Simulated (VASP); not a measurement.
Runs of VASP 6.6.1 on FeSi2 (Linzhiite). Symmetry: P4/mmm, No. 123, tetragonal system. The conventional cell has a = 2.684 Å, b = 2.684 Å, c = 5.128 Å, α = 90.00°, β = 90.00°, γ = 90.00°. Around Fe (site symmetry 4/mmm) lie 8 Si at 2.35 Å and 4 Fe at 2.68 Å. Si (site symmetry 4mm) has 4 Fe at 2.35 Å and 5 Si at 2.36 to 2.68 Å as nearest neighbours. 

```tsv
task	cell	k mesh	cutoff (eV)	k mesh for the DOS	occupations for the DOS	gap on the mesh (eV)	pressure (GPa)	moment (μB)	largest force (eV/Å)
electric field gradients	as given	10 × 10 × 5	520	-	-	none	(a)	0.10	0.28
density of states	as given	10 × 10 × 5	520	15 × 15 × 8	tetrahedron	-	-	0.10	-
core levels	as given	10 × 10 × 5	520	-	-	none	-1.2	0.10	0.28
phonons	relaxed	7 × 7 × 4	600	-	-	-	-	0.16	-
atomic charges	as given	10 × 10 × 5	520	-	-	none	-1.2	0.10	0.28
```

Alike in all rows: level PBEsol; potentials or basis VASP PAW PBE potentials, release 64 (Fe, Si); spin collinear, ferromagnetic start; smearing gaussian 0.02 eV.

Estimate the missing entries.

(a) -1.1.

Caveats: the PAW data sets were made with another functional, which shifts forces and pressure a little; tetrahedron occupations give inexact forces and stress in metals (some runs).

A gap of «none» marks a metal or a gap under the smearing width.
